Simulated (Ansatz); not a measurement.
Runs of Ansatz 0.2.0 on Na. Symmetry: Im-3m, No. 229, cubic system. Conventional cell: a = 4.282 Å, b = 4.282 Å, c = 4.282 Å, α = 90.00°, β = 90.00°, γ = 90.00°. Na (site symmetry m-3m) is surrounded by 8 Na at 3.71 Å. 

| task | level | k mesh | cutoff (eV) | smearing | phonon path | basis error allowed | mesh quality | gap on the mesh (eV) | pressure (GPa) |
| --- | --- | --- | --- | --- | --- | --- | --- | --- | --- |
| single point | PBEsol | 9 × 9 × 9 | 75 | gaussian 0.05 eV | - | 0.001 eV/atom | not flagged | none | -0.5 |
| band structure | LDA | 9 × 9 × 9 | 75 | gaussian 0.05 eV | - | 0.001 eV/atom | not flagged | - | -1.1 |
| single point | RPBE | 9 × 9 × 9 | 74 | gaussian 0.02 eV | - | 0.001 eV/atom | not flagged | none | (a) |
| single point | PBE | 4 × 4 × 4 | 58 | fermi-dirac 0.02 eV | - | 0.004 eV/atom | coarse | none | -0.1 |
| single point | LDA | 9 × 9 × 9 | 75 | gaussian 0.05 eV | - | 0.001 eV/atom | not flagged | none | -1.1 |

Alike in all rows: potentials or basis all-electron LAPW, scalar-relativistic; no spin polarisation; cell as given.

**Question.** Fill in the values left out.

**Answer.** (a) 0.0.

Caveats: some runs use coarse meshes; the k mesh is thin for a metal, which can move the energy by tens of meV per atom (some runs).

A gap of «none» marks a metal or a gap under the smearing width.
